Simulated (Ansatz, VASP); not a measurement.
This is a calculation of GaP for VASP 6.6.1. 

Contents of INCAR:

```
PREC = Accurate ; ENCUT = 600
EDIFF = 1E-7 ; ISMEAR = -1
SIGMA = 0.05 ; LREAL = F
LASPH = T ; NELM = 80
ALGO = Normal ; ISIF = 3
LWAVE = F ; LCHARG = F
GGA = RE ; IVDW = 12
IBRION = 2 ; NSW = 40
EDIFFG = -0.01
```

KPOINTS

```
regular mesh
0
Gamma
  8 8 8
```

Contents of POSCAR:

```
GaP
1.0
    0.0000000000      2.7252500000      2.7252500000
    2.7252500000      0.0000000000      2.7252500000
    2.7252500000      2.7252500000      0.0000000000
Ga P
1 1
Direct
    0.0000000000      0.0000000000      0.0000000000
    0.7500000000      0.7500000000      0.7500000000
```

Potentials or basis: VASP PAW PBE potentials, release 64 (Ga_d, P).

The run is started by

```sh
$ cat potpaw_PBE.64/Ga_d/POTCAR potpaw_PBE.64/P/POTCAR > POTCAR
$ mpirun -np 1 vasp_std > vasp.out
```

Set up the same calculation for Ansatz 0.2.0. Potentials or basis there: Ansatz PAW, cutoff 420 eV.

As run (cutoffs and basis follow the program's own potentials, and thresholds, step limits or extra output files can differ):

Contents of input.yaml:

```yaml
crystal:
  lattice:
    - [0.0, 2.72525, 2.72525]
    - [2.72525, 0.0, 2.72525]
    - [2.72525, 2.72525, 0.0]
  atoms:
    - { symbol: Ga, position: [0.0, 0.0, 0.0] }
    - { symbol: P, position: [0.75, 0.75, 0.75] }
hamiltonian:
  xc: revpbe
  pseudopotentials: { kind: paw }
  dispersion: d3bj
kpoints:
  mp_grid: { grid: [8, 8, 8] }
scf:
  occupations: { method: fermi_dirac, width: 0.05 }
output:
  forces: true
  stress: true
relax:
  f_tol: 0.01
  max_steps: 40
  cell: { stress_tol: 0.05 }
```

Potentials or basis: Ansatz PAW.

Launch:

```bash
$ ansatz run input.yaml --threads 2 --pin off --max-ram 5632MiB --backend cpu --events-out ev --progress --plain --runs-dir out
```

Both were run:

|  | VASP | Ansatz |
| --- | --- | --- |
| Relaxed volume | 19.87 Å³/atom | 19.90 Å³/atom |
| Relaxed cell | a = 3.831 Å, b = 3.831 Å, c = 3.831 Å, α = 60.00°, β = 60.00°, γ = 60.00° | a = 3.832 Å, b = 3.832 Å, c = 3.832 Å, α = 60.00°, β = 60.00°, γ = 60.00° |
| Space group after relaxing | F-43m (No. 216) | F-43m (No. 216) |
| Pressure after relaxing | 0.0 GPa | 0.0 GPa |

Ansatz's pressure holds a Pulay term of +0.04 GPa for its cutoff of 420 eV, which the other run lacks.

VASP's potentials were made for PBE. Ansatz's potentials were made for PBE.

Where Ansatz's input types no cutoff or centring, it takes its own default and a Γ-centred mesh.

Pressure is positive in compression.
